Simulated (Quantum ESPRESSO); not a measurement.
# GaP (F-43m) in Quantum ESPRESSO: convergence with smearing width

Aim: find how far smearing width must go before the results for GaP settle, at PBE. This setting moves, with any that are tied to it; all else stays.

Program: Quantum ESPRESSO 7.5. These are calculated values, not measurements. Logs are shortened: lines on timing, memory, paths and dates and some standing lists are left out, and cuts for length are marked.

### 1 The structure

The structure is cubic, space group F-43m (No. 216). Conventional cell: a = 5.451 Å, b = 5.451 Å, c = 5.451 Å, α = 90.00°, β = 90.00°, γ = 90.00°. Ga (site symmetry -43m) is surrounded by 4 P at 2.36 Å. P (site symmetry -43m) has 4 Ga at 2.36 Å as nearest neighbours.

### 2 With smearing width 0.5 eV

File pw.in:

```
&CONTROL
  calculation = 'scf'
  prefix = 'pwscf'
  outdir = './tmp'
  pseudo_dir = './pseudo'
  tprnfor = .true.
  tstress = .true.
  disk_io = 'nowf'
/
&SYSTEM
  ibrav = 0
  nat = 2
  ntyp = 2
  ecutwfc = 45
  ecutrho = 360
  nbnd = 19
  occupations = 'smearing'
  smearing = 'mp'
  degauss = 0.03674932
/
&ELECTRONS
  conv_thr = 4d-10
  electron_maxstep = 120
  mixing_beta = 0.5
/
ATOMIC_SPECIES
Ga    69.7230 ga_pbe_v1.4.uspp.F.UPF
P     30.9738 p_pbe_v1.5.uspp.F.UPF
CELL_PARAMETERS angstrom
   0.0000000000    2.7252500000    2.7252500000
   2.7252500000    0.0000000000    2.7252500000
   2.7252500000    2.7252500000    0.0000000000
ATOMIC_POSITIONS crystal
Ga     0.0000000000    0.0000000000    0.0000000000
P      0.7500000000    0.7500000000    0.7500000000
K_POINTS automatic
8 8 8 0 0 0
```

Potentials or basis: GBRV 1.5 PBE.

The run is started by

```console
$ OMP_NUM_THREADS=1 pw.x -in pw.in > pw.out
```

pw.out:

```text
This program is part of the open-source Quantum ESPRESSO suite
     for quantum simulation of materials; please cite
[... 9 lines left out ...]
     --------------------
     sticks:   dense  smooth     PW     G-vecs:    dense   smooth      PW
     Sum        1303     661    199                31283    11113    1917

     Using Slab Decomposition

     bravais-lattice index     =            0
     lattice parameter (alat)  =       7.2832  a.u.
     unit-cell volume          =     273.1780 (a.u.)^3
     number of atoms/cell      =            2
     number of atomic types    =            2
     number of electrons       =        24.00
     number of Kohn-Sham states=           19
     kinetic-energy cutoff     =      45.0000  Ry
     charge density cutoff     =     360.0000  Ry
     scf convergence threshold =      4.0E-10
     mixing beta               =       0.5000
     number of iterations used =            8  plain     mixing
     Exchange-correlation=  SLA  PW   PBX  PBC
                           (   1   4   3   4   0   0   0)

     celldm(1)=   7.283166  celldm(2)=   0.000000  celldm(3)=   0.000000
     celldm(4)=   0.000000  celldm(5)=   0.000000  celldm(6)=   0.000000

     crystal axes: (cart. coord. in units of alat)
               a(1) = (   0.000000   0.707107   0.707107 )
               a(2) = (   0.707107   0.000000   0.707107 )
               a(3) = (   0.707107   0.707107   0.000000 )

     reciprocal axes: (cart. coord. in units 2 pi/alat)
               b(1) = ( -0.707107  0.707107  0.707107 )
               b(2) = (  0.707107 -0.707107  0.707107 )
               b(3) = (  0.707107  0.707107 -0.707107 )

     PseudoPot. # 1 for Ga read from file:
     ga_pbe_v1.4.uspp.F.UPF
     Pseudo is Ultrasoft + core correction, Zval = 19.0
     Generated by new atomic code, or converted to UPF format
     Using radial grid of  871 points,  6 beta functions with:
                l(1) =   0
                l(2) =   0
                l(3) =   1
                l(4) =   1
                l(5) =   2
                l(6) =   2
     Q(r) pseudized with  8 coefficients,  rinner =    1.250   1.250   1.250
                                                       1.250   1.250

     PseudoPot. # 2 for P  read from file:
     p_pbe_v1.5.uspp.F.UPF
     Pseudo is Ultrasoft + core correction, Zval =  5.0
     Generated by new atomic code, or converted to UPF format
     Using radial grid of  903 points,  6 beta functions with:
                l(1) =   0
                l(2) =   0
                l(3) =   1
                l(4) =   1
                l(5) =   2
                l(6) =   2
     Q(r) pseudized with  8 coefficients,  rinner =    1.300   1.300   1.300
                                                       1.300   1.300

     atomic species   valence    mass     pseudopotential
     Ga               19.00    69.72300     Ga( 1.00)
     P                 5.00    30.97380     P ( 1.00)

     24 Sym. Ops. (no inversion) found

   Cartesian axes

     site n.     atom                  positions (alat units)
         1        Ga     tau(   1) = (   0.0000000   0.0000000   0.0000000  )
         2        P      tau(   2) = (   1.0606602   1.0606602   1.0606602  )

     number of k points=    29  Methfessel-Paxton smearing, width (Ry)=  0.0367
                       cart. coord. in units 2pi/alat
        k(    1) = (   0.0000000   0.0000000   0.0000000), wk =   0.0039062
        k(    2) = (   0.0883883   0.0883883  -0.0883883), wk =   0.0312500
        k(    3) = (   0.1767767   0.1767767  -0.1767767), wk =   0.0312500
        k(    4) = (   0.2651650   0.2651650  -0.2651650), wk =   0.0312500
        k(    5) = (  -0.3535534  -0.3535534   0.3535534), wk =   0.0156250
        k(    6) = (   0.1767767   0.0000000   0.0000000), wk =   0.0234375
[... 21 lines left out ...]
        k(   28) = (  -0.7071068   0.1767767  -0.0000000), wk =   0.0468750
        k(   29) = (  -0.7071068   0.3535534   0.0000000), wk =   0.0234375

     Dense  grid:    31283 G-vectors     FFT dimensions: (  45,  45,  45)

     Smooth grid:    11113 G-vectors     FFT dimensions: (  32,  32,  32)

     Initial potential from superposition of free atoms

     starting charge      22.9998, renormalised to      24.0000
     Starting wfcs are   16 randomized atomic wfcs +    3 random wfcs

     Self-consistent Calculation

     iteration #  1     ecut=    45.00 Ry     beta= 0.50
     Davidson diagonalization with overlap
     ethr =  1.00E-02,  avg # of iterations =  7.4

     total energy              =    -426.96961011 Ry
     estimated scf accuracy    <       7.56761206 Ry

     iteration #  2     ecut=    45.00 Ry     beta= 0.50
     Davidson diagonalization with overlap
     ethr =  1.00E-02,  avg # of iterations =  2.3

     WARNING: integrated charge=    24.00030306, expected=    24.00000000

     total energy              =    -430.71143247 Ry
     estimated scf accuracy    <       2.69850045 Ry

     iteration #  3     ecut=    45.00 Ry     beta= 0.50
     Davidson diagonalization with overlap
     ethr =  1.00E-02,  avg # of iterations =  2.0

     WARNING: integrated charge=    24.00015145, expected=    24.00000000

     total energy              =    -430.91744170 Ry
     estimated scf accuracy    <       0.24628091 Ry

     iteration #  4     ecut=    45.00 Ry     beta= 0.50
     Davidson diagonalization with overlap
     ethr =  1.03E-03,  avg # of iterations =  2.1

     WARNING: integrated charge=    24.00001769, expected=    24.00000000

     total energy              =    -430.91058831 Ry
     estimated scf accuracy    <       0.04486979 Ry

     iteration #  5     ecut=    45.00 Ry     beta= 0.50
     Davidson diagonalization with overlap
     ethr =  1.87E-04,  avg # of iterations =  2.0
[... 46 lines left out ...]
     iteration # 12     ecut=    45.00 Ry     beta= 0.50
     Davidson diagonalization with overlap
     ethr =  5.89E-12,  avg # of iterations =  2.1

     End of self-consistent calculation

          k = 0.0000 0.0000 0.0000 (  1411 PWs)   bands (ev):

   -86.3010 -86.3010 -86.3010  -6.7538  -6.7538  -6.7538  -6.6531  -6.6531
    -4.7713   7.7245   7.7245   7.7245   9.5491  11.6151  11.6151  11.6151
    16.5335  17.4540  17.4540

          k = 0.0884 0.0884-0.0884 (  1405 PWs)   bands (ev):
[... 19 lines left out ...]
   -86.3010 -86.3008 -86.3008  -6.8385  -6.7286  -6.7286  -6.6456  -6.6456
    -2.6986   1.0931   6.6071   6.6071   9.3984  12.4441  12.4441  16.0082
    18.6061  19.3400  19.3400

          k = 0.1768 0.0000 0.0000 (  1399 PWs)   bands (ev):

   -86.3009 -86.3008 -86.3008  -6.7772  -6.7445  -6.7445  -6.6573  -6.6499
    -4.5005   6.1764   7.0780   7.0780  10.6994  11.2270  12.5576  12.5576
    15.8153  17.6955  17.7964

          k = 0.2652 0.0884-0.0884 (  1388 PWs)   bands (ev):
[... 25 lines left out ...]
   -86.3008 -86.3007 -86.3006  -6.8157  -6.7325  -6.7307  -6.6554  -6.6484
    -3.5752   3.1440   5.6648   7.0222  10.6397  12.6409  12.6415  14.1357
    15.9595  18.2783  18.9489

          k = 0.0000-0.1768 0.1768 (  1376 PWs)   bands (ev):

   -86.3008 -86.3005 -86.3003  -6.7884  -6.7435  -6.7393  -6.6560  -6.6503
    -4.2399   4.9550   6.3791   7.4550  10.7451  12.0347  12.1177  13.3226
    15.9011  17.1504  18.5617

          k = 0.3536 0.0000 0.0000 (  1387 PWs)   bands (ev):

   -86.3007 -86.3007 -86.3007  -6.8234  -6.7214  -6.7214  -6.6696  -6.6421
    -3.7304   4.0530   6.0438   6.0438   9.9095  11.4475  14.4710  14.4710
    15.5157  18.3928  20.4361

          k = 0.4419 0.0884-0.0884 (  1398 PWs)   bands (ev):
[... 13 lines left out ...]
   -86.3008 -86.3007 -86.3007  -6.8458  -6.7191  -6.7094  -6.6590  -6.6476
    -2.2474   1.4289   4.0564   5.9961  10.4549  13.3748  14.3051  15.2917
    16.9896  17.3817  21.1906

          k = 0.0000-0.3536 0.3536 (  1388 PWs)   bands (ev):

   -86.3007 -86.3007 -86.3005  -6.8329  -6.7243  -6.7196  -6.6545  -6.6513
    -2.8863   2.3181   4.3333   6.5233  10.8952  13.4195  13.5735  14.0118
    16.0162  18.7995  20.9990

          k = 0.5303-0.0000 0.0000 (  1379 PWs)   bands (ev):

   -86.3006 -86.3005 -86.3005  -6.8608  -6.6975  -6.6975  -6.6835  -6.6343
    -2.6034   2.0709   5.3041   5.3041   9.3698  10.2506  16.6612  16.6612
    17.5431  19.3936  22.4898

          k =-0.0884-0.6187 0.6187 (  1386 PWs)   bands (ev):

   -86.3007 -86.3006 -86.3005  -6.8667  -6.6972  -6.6924  -6.6821  -6.6344
    -2.0143   1.3087   4.5824   5.2174   9.6267  10.5911  16.5559  16.8934
    18.8936  19.6585  20.8866

          k = 0.0000-0.5303 0.5303 (  1392 PWs)   bands (ev):

   -86.3007 -86.3007 -86.3006  -6.8588  -6.7072  -6.6965  -6.6726  -6.6407
    -1.8329   1.1781   3.7918   5.4719   9.9156  12.5242  15.9613  15.9808
    17.0312  18.0803  22.3819

          k =-0.7071 0.0000 0.0000 (  1362 PWs)   bands (ev):

   -86.3003 -86.3003 -86.3003  -6.8748  -6.6896  -6.6874  -6.6874  -6.6311
    -1.7972   0.9693   5.0432   5.0432   9.3829   9.5504  18.3141  18.3141
    18.9092  20.0261  20.6218

          k = 0.3536 0.1768 0.0000 (  1389 PWs)   bands (ev):

   -86.3008 -86.3007 -86.3006  -6.8233  -6.7267  -6.7226  -6.6641  -6.6440
    -3.5034   3.3778   5.3306   6.4568  11.0149  11.8197  13.1483  14.2538
    16.2624  18.7950  20.1456

          k =-0.2652-0.4419 0.6187 (  1393 PWs)   bands (ev):
[... 19 lines left out ...]
   -86.3009 -86.3008 -86.3006  -6.8549  -6.7131  -6.6968  -6.6695  -6.6423
    -1.9271   1.3003   4.0130   5.0527  10.9552  12.6032  13.9341  15.8747
    17.3864  19.9881  20.7953

          k = 0.0000-0.3536 0.5303 (  1394 PWs)   bands (ev):

   -86.3008 -86.3007 -86.3006  -6.8486  -6.7187  -6.7014  -6.6637  -6.6464
    -2.1112   1.5032   3.8607   5.4093  11.3459  13.2154  13.3195  15.8107
    16.6306  18.3733  22.5729

          k =-0.7071 0.1768-0.0000 (  1390 PWs)   bands (ev):

   -86.3007 -86.3007 -86.3006  -6.8658  -6.7002  -6.6924  -6.6782  -6.6364
    -1.7518   1.0651   4.5635   4.6372  10.4957  10.6678  16.2165  16.3130
    19.2256  19.5758  21.1368

          k =-0.7071 0.3536 0.0000 (  1384 PWs)   bands (ev):

   -86.3007 -86.3005 -86.3005  -6.8554  -6.7146  -6.6932  -6.6684  -6.6443
    -1.7048   1.1753   4.1528   4.3076  12.4273  12.5872  13.8323  13.8744
    19.3226  19.5458  21.3957

     the Fermi energy is     8.4770 ev

!    total energy              =    -430.92217823 Ry
     estimated scf accuracy    <          3.8E-12 Ry
     smearing contrib. (-TS)   =       0.00020425 Ry
     internal energy E=F+TS    =    -430.92238248 Ry

     The total energy is F=E-TS. E is the sum of the following terms:
     one-electron contribution =    -396.46835616 Ry
     hartree contribution      =     206.66749908 Ry
     xc contribution           =     -54.50662179 Ry
     ewald contribution        =    -186.61490361 Ry

     convergence has been achieved in  12 iterations

     Forces acting on atoms (cartesian axes, Ry/au):

     atom    1 type  1   force =     0.00000000   -0.00000000    0.00000000
     atom    2 type  2   force =    -0.00000000    0.00000000   -0.00000000

     Total force =     0.000000     Total SCF correction =     0.000000

     Computing stress (Cartesian axis) and pressure

          total   stress  (Ry/bohr**3)                   (kbar)     P=       20.62
   0.00014014   0.00000000   0.00000000           20.62        0.00        0.00
   0.00000000   0.00014014   0.00000000            0.00       20.62        0.00
   0.00000000   0.00000000   0.00014014            0.00        0.00       20.62

=------------------------------------------------------------------------------=
   JOB DONE.
=------------------------------------------------------------------------------=
```

It took 20 s on 1 thread of Arm Neoverse V1, shared host; peak memory 0.15 GiB.

Results:

- Free energy: -5862.9949 eV
- Pressure: 2.1 GPa
- Band gap on the k mesh: 1.65 eV, indirect (least direct gap 1.82 eV)

### 3 With smearing width 0.3 eV

Changes to pw.in since step 2:

```diff
@@ -18,3 +18,3 @@
   smearing = 'mp'
-  degauss = 0.03674932
+  degauss = 0.02204959
 /
```

Potentials or basis: GBRV 1.5 PBE.

The run is started by

```console
$ OMP_NUM_THREADS=1 pw.x -in pw.in > pw.out
```

Run time: 20 s. Hardware: 1 thread of Arm Neoverse V1, shared host; peak memory 0.15 GiB.

Results:

- Free energy: -5862.9953 eV
- Pressure: 2.1 GPa
- Band gap on the k mesh: 1.65 eV, indirect (least direct gap 1.82 eV)

### 4 With smearing width 0.2 eV

Changes to pw.in since step 3:

```diff
@@ -18,3 +18,3 @@
   smearing = 'mp'
-  degauss = 0.02204959
+  degauss = 0.01469973
 /
```

The run is started by

```console
$ OMP_NUM_THREADS=1 pw.x -in pw.in > pw.out
```

Run time: 20 s. Hardware: 1 thread of Arm Neoverse V1, shared host; peak memory 0.15 GiB.

Results:

```yaml
Free_energy: -5862.9953 eV
Pressure: 2.1 GPa
Band_gap_on_the_k_mesh: 1.65 eV, indirect (least direct gap 1.82 eV)
```

### 5 With smearing width 0.136 eV

Changes to pw.in since step 4:

```diff
@@ -18,3 +18,3 @@
   smearing = 'mp'
-  degauss = 0.01469973
+  degauss = 0.00999582
 /
```

The run is started by

```console
$ OMP_NUM_THREADS=1 pw.x -in pw.in > pw.out
```

It took 20 s on 1 thread of Arm Neoverse V1, shared host; peak memory 0.15 GiB.

Results:

| Quantity | Value |
| --- | --- |
| Free energy | -5862.9953 eV |
| Pressure | 2.1 GPa |
| Band gap on the k mesh | 1.65 eV, indirect (least direct gap 1.82 eV) |

### 6 With smearing width 0.1 eV

Changes to pw.in since step 5:

```diff
@@ -18,3 +18,3 @@
   smearing = 'mp'
-  degauss = 0.00999582
+  degauss = 0.00734986
 /
```

Potentials or basis: GBRV 1.5 PBE.

The run is started by

```console
$ OMP_NUM_THREADS=1 pw.x -in pw.in > pw.out
```

Run time: 20 s. Hardware: 1 thread of Arm Neoverse V1, shared host; peak memory 0.15 GiB.

It converged, with:

```
Free energy            : -5862.9953 eV
Pressure               : 2.1 GPa
Band gap on the k mesh : 1.65 eV, indirect (least direct gap 1.82 eV)
```

### 7 With smearing width 0.05 eV

Changes to pw.in since step 6:

```diff
@@ -18,3 +18,3 @@
   smearing = 'mp'
-  degauss = 0.00734986
+  degauss = 0.00367493
 /
```

The run is started by

```console
$ OMP_NUM_THREADS=1 pw.x -in pw.in > pw.out
```

Run time: 20 s. Hardware: 1 thread of Arm Neoverse V1, shared host; peak memory 0.15 GiB.

The run converged. Its results:

```yaml
Free_energy: -5862.9953 eV
Pressure: 2.1 GPa
Band_gap_on_the_k_mesh: 1.65 eV, indirect (least direct gap 1.82 eV)
```

### 8 With smearing width 0.025 eV

Changes to pw.in since step 7:

```diff
@@ -18,3 +18,3 @@
   smearing = 'mp'
-  degauss = 0.00367493
+  degauss = 0.00183747
 /
```

The run is started by

```console
$ OMP_NUM_THREADS=1 pw.x -in pw.in > pw.out
```

Run time: 20 s. Hardware: 1 thread of Arm Neoverse V1, shared host; peak memory 0.15 GiB.

The run converged. Its results:

* Free energy: -5862.9953 eV
* Pressure: 2.1 GPa
* Band gap on the k mesh: 1.65 eV, indirect (least direct gap 1.82 eV)

### 9 With smearing width 0.01 eV

Changes to pw.in since step 8:

```diff
@@ -18,3 +18,3 @@
   smearing = 'mp'
-  degauss = 0.00183747
+  degauss = 0.00073499
 /
```

Potentials or basis: GBRV 1.5 PBE.

The run is started by

```console
$ OMP_NUM_THREADS=1 pw.x -in pw.in > pw.out
```

Run time: 20 s. Hardware: 1 thread of Arm Neoverse V1, shared host; peak memory 0.15 GiB.

The run converged. Its results:

| Quantity | Value |
| --- | --- |
| Free energy | -5862.9953 eV |
| Pressure | 2.1 GPa |
| Band gap on the k mesh | 1.65 eV, indirect (least direct gap 1.82 eV) |

### 10 The series at a glance

| smearing width | energy less the tightest run, at zero smearing (meV/atom) | SCF cycles | CPU time (s) | peak memory (GiB) |
| --- | --- | --- | --- | --- |
| 0.5 eV | -0.29 | 12 | 20 | 0.15 |
| 0.3 eV | 0.00 | 12 | 20 | 0.15 |
| 0.2 eV | 0.00 | 12 | 20 | 0.15 |
| 0.136 eV | 0.00 | 12 | 20 | 0.15 |
| 0.1 eV | 0.00 | 12 | 20 | 0.15 |
| 0.05 eV | 0.00 | 12 | 20 | 0.15 |
| 0.025 eV | 0.00 | 12 | 20 | 0.15 |
| 0.01 eV | 0.00 | 12 | 20 | 0.15 |

Against the tightest run, the energy stays within 1 meV/atom from 0.5 eV on. The tightest run that finished is the yardstick and may itself not be fully converged.

Caveats: this smearing can shift energies of a crystal with a gap.
